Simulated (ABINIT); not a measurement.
# Zn (Im-3m) in ABINIT: a series of runs, part 2 of 2

ABINIT 10.8.3 (patched build). The steps go on from the part before.

**3. Equation of state, PBEsol**

File run.abi:

```
ndtset 7
getwfk -1
scalecart1 3*0.9795861087
scalecart2 3*0.9864848297
scalecart3 3*0.9932883884
scalecart4 3*1.0000000000
scalecart5 3*1.0066227096
scalecart6 3*1.0131594038
scalecart7 3*1.0196128224

pp_dirpath "./"
pseudos "Zn.GGA_PBE-JTH.xml"

acell 5.1356176097 5.1356176097 5.1356176097
rprim
    -0.5773502692     0.5773502692     0.5773502692
     0.5773502692    -0.5773502692     0.5773502692
     0.5773502692     0.5773502692    -0.5773502692
ntypat 1
znucl 30
natom 1
typat 1
xred
     0.0000000000     0.0000000000     0.0000000000

ecut 22.0
pawecutdg 44.0
pawxcdev 0

kptopt 1
ngkpt 12 12 12
nshiftk 1
shiftk 0.0 0.0 0.0

ixc -116133

nband 10
occopt 3
tsmear 0.00183747

nstep 100
tolvrs 1.0e-9

iomode 3
prtwf 1
prtden 0
prteig 0
prtebands 0
```

Potentials or basis: JTH PAW PBE v2.0.

On the command line:

```console
$ abinit run.abi > log 2>&1
```

run.abo:

```text
.Version 10.8.3 of ABINIT
 DATASET    1 : space group Im -3 m (#229); Bravais cI (body-center cubic)
================================================================================
 Values of the parameters that define the memory need for DATASET  1.
     intxc =       0    ionmov =       0      iscf =      17    lmnmax =      18
     lnmax =       6     mgfft =      24  mpssoang =       3    mqgrid =    3001
     natom =       1  nloc_mem =       2    nspden =       1   nspinor =       1
    nsppol =       1      nsym =      48    n1xccc =       1    ntypat =       1
    occopt =       3   xclevel =       2
       mpw =         491          nfft =       13824          nkpt =          72
 PAW method is used; the additional fine FFT grid is defined by:
   mgfftf=        32    nfftf =     32768
================================================================================
================================================================================
[... 71 lines left out ...]
 DATASET    7 : space group Im -3 m (#229); Bravais cI (body-center cubic)
================================================================================
 Values of the parameters that define the memory need for DATASET  7.
     intxc =       0    ionmov =       0      iscf =      17    lmnmax =      18
     lnmax =       6     mgfft =      24  mpssoang =       3    mqgrid =    3001
     natom =       1  nloc_mem =       2    nspden =       1   nspinor =       1
    nsppol =       1      nsym =      48    n1xccc =       1    ntypat =       1
    occopt =       3   xclevel =       2
       mpw =         567          nfft =       13824          nkpt =          72
 PAW method is used; the additional fine FFT grid is defined by:
   mgfftf=        32    nfftf =     32768
================================================================================
================================================================================

--------------------------------------------------------------------------------
------------- Echo of variables that govern the present computation ------------
--------------------------------------------------------------------------------
 -outvars: echo values of preprocessed input variables --------
            acell      5.1356176097E+00  5.1356176097E+00  5.1356176097E+00 Bohr
              amu      6.53900000E+01
             ecut      2.20000000E+01 Hartree
           getwfk          -1
                       outvar_i_n : Printing only first  50 k-points.
              ixc     -116133
           jdtset        1    2    3    4    5    6    7
                       outvar_i_n : Printing only first  50 k-points.
         kptrlatt       12    0    0      0   12    0      0    0   12
          kptrlen1     6.03693560E+01
          kptrlen2     6.07945064E+01
          kptrlen3     6.12137921E+01
          kptrlen4     6.16274113E+01
          kptrlen5     6.20355518E+01
          kptrlen6     6.24383913E+01
          kptrlen7     6.28360988E+01
            natom           1
            nband          10
           ndtset           7
            ngfft          24      24      24
          ngfftdg          32      32      32
             nkpt          72
            nstep         100
             nsym          48
           ntypat           1
                       prtocc : prtvol=0, do not print more k-points.
           occopt           3
        pawecutdg      4.40000000E+01 Hartree
         pawxcdev           0
           prtden           0
        prtebands           0
           prteig           0
            rprim1    -5.6556430356E-01  5.6556430356E-01  5.6556430356E-01
                       5.6556430356E-01 -5.6556430356E-01  5.6556430356E-01
                       5.6556430356E-01  5.6556430356E-01 -5.6556430356E-01
            rprim2    -5.6954728199E-01  5.6954728199E-01  5.6954728199E-01
                       5.6954728199E-01 -5.6954728199E-01  5.6954728199E-01
                       5.6954728199E-01  5.6954728199E-01 -5.6954728199E-01
            rprim3    -5.7347531844E-01  5.7347531844E-01  5.7347531844E-01
                       5.7347531844E-01 -5.7347531844E-01  5.7347531844E-01
                       5.7347531844E-01  5.7347531844E-01 -5.7347531844E-01
            rprim4    -5.7735026920E-01  5.7735026920E-01  5.7735026920E-01
                       5.7735026920E-01 -5.7735026920E-01  5.7735026920E-01
                       5.7735026920E-01  5.7735026920E-01 -5.7735026920E-01
            rprim5    -5.8117389237E-01  5.8117389237E-01  5.8117389237E-01
                       5.8117389237E-01 -5.8117389237E-01  5.8117389237E-01
                       5.8117389237E-01  5.8117389237E-01 -5.8117389237E-01
            rprim6    -5.8494785453E-01  5.8494785453E-01  5.8494785453E-01
                       5.8494785453E-01 -5.8494785453E-01  5.8494785453E-01
                       5.8494785453E-01  5.8494785453E-01 -5.8494785453E-01
            rprim7    -5.8867373749E-01  5.8867373749E-01  5.8867373749E-01
                       5.8867373749E-01 -5.8867373749E-01  5.8867373749E-01
                       5.8867373749E-01  5.8867373749E-01 -5.8867373749E-01
          spgroup         229
           tolvrs      1.00000000E-09
           tsmear      1.83747000E-03 Hartree
            typat      1
           useylm           1
                       outvars : Printing only first  50 k-points.
            znucl       30.00000

================================================================================

 chkinp: Checking input parameters for consistency, jdtset=   1.

 chkinp: Checking input parameters for consistency, jdtset=   2.
[... 42 lines left out ...]
 getcut: wavevector=  0.0000  0.0000  0.0000  ngfft=  32  32  32
         ecut(hartree)=     44.000   => boxcut(ratio)=   2.13229

--- Pseudopotential description ------------------------------------------------
- pspini: atom type   1  psp file is ./Zn.GGA_PBE-JTH.xml
 Pseudopotential format is: paw10
 basis_size (lnmax)=  6 (lmn_size= 18), orbitals=   0   0   1   1   2   2
 Spheres core radius: rc_sph= 2.30769763
 Shapefunction is SIN type: shapef(r)=[sin(pi*r/rshp)/(pi*r/rshp)]**2
 Radius for shape functions =  1.80965103
 Compensation charge density is not taken into account in XC energy/potential

   9.89486173E+01                                ecore*ucvol(ha*bohr**3)
--------------------------------------------------------------------------------

================================================================================

--- !BeginCycle
iteration_state: {dtset: 1, }
solver: {iscf: 17, nstep: 100, nline: 4, wfoptalg: 10, }
tolerances: {tolvrs: 1.00E-09, }
...
[... 1267 lines left out ...]
-Cartesian components of stress tensor (GPa)         [Pressure= -8.0955E+00 GPa]
- sigma(1 1)=  8.09551811E+00  sigma(3 2)=  0.00000000E+00
- sigma(2 2)=  8.09551811E+00  sigma(3 1)=  0.00000000E+00
- sigma(3 3)=  8.09551811E+00  sigma(2 1)=  0.00000000E+00

== END DATASET(S) ==============================================================
================================================================================

 -outvars: echo values of variables after computation  --------
            acell      5.1356176097E+00  5.1356176097E+00  5.1356176097E+00 Bohr
           etotal1    -6.4297588658E+01
           etotal2    -6.4297419781E+01
           etotal3    -6.4297161828E+01
           etotal4    -6.4296828722E+01
           etotal5    -6.4296423883E+01
           etotal6    -6.4295951779E+01
           etotal7    -6.4295425093E+01
            fcart1    -0.0000000000E+00 -0.0000000000E+00 -0.0000000000E+00
            fcart2    -0.0000000000E+00 -0.0000000000E+00 -0.0000000000E+00
            fcart3    -0.0000000000E+00 -0.0000000000E+00 -0.0000000000E+00
            fcart4    -0.0000000000E+00 -0.0000000000E+00 -0.0000000000E+00
            fcart5    -0.0000000000E+00 -0.0000000000E+00 -0.0000000000E+00
            fcart6    -0.0000000000E+00 -0.0000000000E+00 -0.0000000000E+00
            fcart7    -0.0000000000E+00 -0.0000000000E+00 -0.0000000000E+00
            rprim1    -5.6556430356E-01  5.6556430356E-01  5.6556430356E-01
                       5.6556430356E-01 -5.6556430356E-01  5.6556430356E-01
                       5.6556430356E-01  5.6556430356E-01 -5.6556430356E-01
[... 17 lines left out ...]
                       5.8867373749E-01  5.8867373749E-01 -5.8867373749E-01
           strten1     6.7412717261E-05  6.7412717261E-05  6.7412717261E-05
                       0.0000000000E+00  0.0000000000E+00  0.0000000000E+00
           strten2     1.1535394995E-04  1.1535394995E-04  1.1535394995E-04
                       0.0000000000E+00  0.0000000000E+00  0.0000000000E+00
           strten3     1.5382643406E-04  1.5382643406E-04  1.5382643406E-04
                       0.0000000000E+00  0.0000000000E+00  0.0000000000E+00
           strten4     1.8795073718E-04  1.8795073718E-04  1.8795073718E-04
                       0.0000000000E+00  0.0000000000E+00  0.0000000000E+00
           strten5     2.2142544268E-04  2.2142544268E-04  2.2142544268E-04
                       0.0000000000E+00  0.0000000000E+00  0.0000000000E+00
           strten6     2.5149063289E-04  2.5149063289E-04  2.5149063289E-04
                       0.0000000000E+00  0.0000000000E+00  0.0000000000E+00
           strten7     2.7516106783E-04  2.7516106783E-04  2.7516106783E-04
                       0.0000000000E+00  0.0000000000E+00  0.0000000000E+00
 Calculation completed.
```

Wall time 2.8 min (1 thread of Arm Neoverse V1, shared host); peak memory 0.13 GiB.

What came out:

| Quantity | Value |
| --- | --- |
| Equilibrium volume | 14.15 Å³/atom (rough: see the caveat) |
| Bulk modulus | 70 GPa (rough) |

Energy against volume, from the lowest point:
| volume (Å³/atom) | energy (meV/atom) |
| --- | --- |
| 14.524 | 0.00 |
| 14.833 | 4.60 |
| 15.142 | 11.61 |
| 15.451 | 20.68 |
| 15.760 | 31.70 |
| 16.069 | 44.54 |
| 16.378 | 58.87 |

Caveat: pressures at fixed basis lie under the slope of the energies; the minimum lies outside the volumes run; the PAW data sets were made with another functional, which shifts forces and pressure a little.

**4. Equation of state, r2SCAN**

Changes to run.abi since step 3:

```diff
@@ -25,5 +25,4 @@
 
-ecut 22.0
-pawecutdg 44.0
-pawxcdev 0
+ecut 26.0
+pawecutdg 48.0
 
@@ -34,3 +33,5 @@
 
-ixc -116133
+ixc -497498
+usekden 1
+pawxcdev 0
 
@@ -41,3 +42,3 @@
 nstep 100
-tolvrs 1.0e-9
+tolvrs 1.0e-7
```

Potentials or basis: JTH PAW PBE v2.0.

On the command line:

```console
$ abinit run.abi > log 2>&1
```

run.abo:

```text
.Version 10.8.3 of ABINIT
 DATASET    1 : space group Im -3 m (#229); Bravais cI (body-center cubic)
================================================================================
 Values of the parameters that define the memory need for DATASET  1.
     intxc =       0    ionmov =       0      iscf =      17    lmnmax =      18
     lnmax =       6     mgfft =      24  mpssoang =       3    mqgrid =    3001
     natom =       1  nloc_mem =       2    nspden =       1   nspinor =       1
    nsppol =       1      nsym =      48    n1xccc =       1    ntypat =       1
    occopt =       3   xclevel =       2
       mpw =         638          nfft =       13824          nkpt =          72
 PAW method is used; the additional fine FFT grid is defined by:
   mgfftf=        32    nfftf =     32768
================================================================================
================================================================================
[... 71 lines left out ...]
 DATASET    7 : space group Im -3 m (#229); Bravais cI (body-center cubic)
[... 1501 lines left out ...]
            fcart6    -0.0000000000E+00 -0.0000000000E+00 -0.0000000000E+00
            fcart7    -0.0000000000E+00 -0.0000000000E+00 -0.0000000000E+00
            rprim1    -5.6556430356E-01  5.6556430356E-01  5.6556430356E-01
                       5.6556430356E-01 -5.6556430356E-01  5.6556430356E-01
                       5.6556430356E-01  5.6556430356E-01 -5.6556430356E-01
[... 17 lines left out ...]
                       5.8867373749E-01  5.8867373749E-01 -5.8867373749E-01
           strten1     3.2038311065E-05  3.2038311065E-05  3.2038311065E-05
                       0.0000000000E+00  0.0000000000E+00  0.0000000000E+00
           strten2     8.8116473507E-05  8.8116473507E-05  8.8116473507E-05
                       0.0000000000E+00  0.0000000000E+00  0.0000000000E+00
           strten3     1.3088944799E-04  1.3088944799E-04  1.3088944799E-04
                       0.0000000000E+00  0.0000000000E+00  0.0000000000E+00
           strten4     1.7230189405E-04  1.7230189405E-04  1.7230189405E-04
                       0.0000000000E+00  0.0000000000E+00  0.0000000000E+00
           strten5     2.0534386678E-04  2.0534386678E-04  2.0534386678E-04
                       0.0000000000E+00  0.0000000000E+00  0.0000000000E+00
           strten6     2.3597568698E-04  2.3597568698E-04  2.3597568698E-04
                       0.0000000000E+00  0.0000000000E+00  0.0000000000E+00
           strten7     2.6213740047E-04  2.6213740047E-04  2.6213740047E-04
                       0.0000000000E+00  0.0000000000E+00  0.0000000000E+00
 Calculation completed.
```

It took 9.6 min on 1 thread of Arm Neoverse V1, shared host; peak memory 0.14 GiB.

Results:

* Equilibrium volume: 14.32 Å³/atom (rough: see the caveat)
* Bulk modulus: 77 GPa (rough)

Energy against volume, from the lowest point:
| volume (Å³/atom) | energy (meV/atom) |
| --- | --- |
| 14.524 | 0.00 |
| 14.833 | 3.41 |
| 15.142 | 9.60 |
| 15.451 | 17.92 |
| 15.760 | 28.60 |
| 16.069 | 41.09 |
| 16.378 | 55.21 |

Caveat: pressures at fixed basis lie under the slope of the energies; the minimum lies outside the volumes run; the PAW data sets were made with another functional, which shifts forces and pressure a little.
